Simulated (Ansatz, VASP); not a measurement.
**One calculation of Pb, two programs**

```
Pb
1.0
    -1.99794    1.99794    1.99794
     1.99794   -1.99794    1.99794
     1.99794    1.99794   -1.99794
Pb
1
Direct
  0.00000 0.00000 0.00000
```

Alike in both runs: task electric field gradients; functional LDA; k mesh 13 × 13 × 13; occupations fermi-dirac, width 0.05 eV; no spin polarisation.

|  | VASP | Ansatz |
| --- | --- | --- |
| version | VASP 6.6.1 | Ansatz 0.2.0 |
| potentials or method | VASP PAW LDA potentials, release 64 (Pb_d) | PAW with Ansatz's default frozen-core files, scalar-relativistic |
| plane-wave cutoff (eV) | 520 | 420 |
| valence electrons in the cell | 14 | 14 |

```csv
,VASP,Ansatz,Ansatz less VASP
pressure (GPa),-4.0,-4.0,-0.02
Vzz of the field gradient on the site that differs most (V/Å²),0.0,0.0,0.00
```

Ansatz warned: «gradients_without_spin_orbit».

The runs have no spin-orbit coupling, so splittings on Pb are missing.
